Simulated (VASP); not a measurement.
**BN: band structure with r2SCAN**

Crystal: BN.

```
B N
1.0
     2.55619    0.00000    0.00000
     0.00000    3.61500    0.00000
     0.00000    0.00000    2.57549
B N
2 2
Direct
  0.00000 0.00000 0.00000
  0.50000 0.50000 0.50000
  0.00000 0.25000 0.50000
  0.50000 0.75000 0.00000
```

The cell was built by a generator and isn't the measured one.

```
Program                : VASP 6.6.1
Task                   : band structure
Functional             : r2SCAN
Potentials or basis    : VASP PAW PBE potentials, release 64 (B, N)
Cutoff                 : 520 eV
k mesh                 : 9 × 7 × 9
Occupations            : gaussian, width 0.02 eV
Spin                   : no spin polarisation
Further INCAR settings : ALGO = Normal; EDIFF = 1e-06
```

```
Pressure                : -3.5 GPa
Largest force           : 0.004 eV/Å
Band gap on the k mesh  : 4.89 eV
Band gap along the path : 4.89 eV
```

Forces in eV/Å, atoms in the order of the input:
```
B    0.000  0.004  0.000
B    0.000  0.004  0.000
N    0.000 -0.004  0.000
N    0.000 -0.004  0.000
```

Stress tensor (GPa, compression positive):
```
-0.85  0.00  0.00
 0.00 -1.90  0.00
 0.00  0.00 -7.68
```

Levels at the corners of the path, in eV from the valence-band top:
```csv
point,band 5,band 6,band 7,band 8,band 9,band 10,band 11,band 12
Γ,-5.05,-0.05,-0.02,0.00,4.89,9.37,9.43,9.58
X,-5.80,-5.80,-2.18,-2.18,10.38,10.38,13.04,13.04
X,-5.80,-5.80,-2.18,-2.18,10.38,10.38,13.04,13.04
M,-5.07,-5.07,-5.06,-5.06,4.96,4.96,9.78,9.78
M,-5.07,-5.07,-5.06,-5.06,4.96,4.96,9.78,9.78
Γ,-5.05,-0.05,-0.02,0.00,4.89,9.37,9.43,9.58
Γ,-5.05,-0.05,-0.02,0.00,4.89,9.37,9.43,9.58
Z,-3.20,-3.20,-3.09,-3.09,7.33,7.33,12.15,12.15
Z,-3.20,-3.20,-3.09,-3.09,7.33,7.33,12.15,12.15
R,-2.03,-2.03,-1.96,-1.96,10.73,10.73,11.40,11.40
R,-2.03,-2.03,-1.96,-1.96,10.73,10.73,11.40,11.42
A,-7.18,-7.18,-6.66,-6.66,10.32,10.32,14.21,14.21
A,-7.18,-7.18,-6.66,-6.66,10.32,10.32,14.21,14.21
Z,-3.20,-3.20,-3.09,-3.09,7.33,7.33,12.15,12.15
X,-5.80,-5.80,-2.18,-2.18,10.38,10.38,13.04,13.04
R,-2.03,-2.03,-1.96,-1.96,10.73,10.73,11.40,11.41
M,-5.07,-5.07,-5.06,-5.06,4.96,4.96,9.78,9.78
A,-7.18,-7.18,-6.66,-6.66,10.32,10.32,14.21,14.21
```

Run time: 26 s on 4 MPI ranks on Intel(R) Xeon(R) 6975P-C (Granite Rapids) (shared host), peak memory 0.18 GiB a rank.

Caveat: the PAW data sets were made with another functional, which shifts forces and pressure a little. r2SCAN opens gaps a little over a GGA but as a rule still falls short of measured ones.
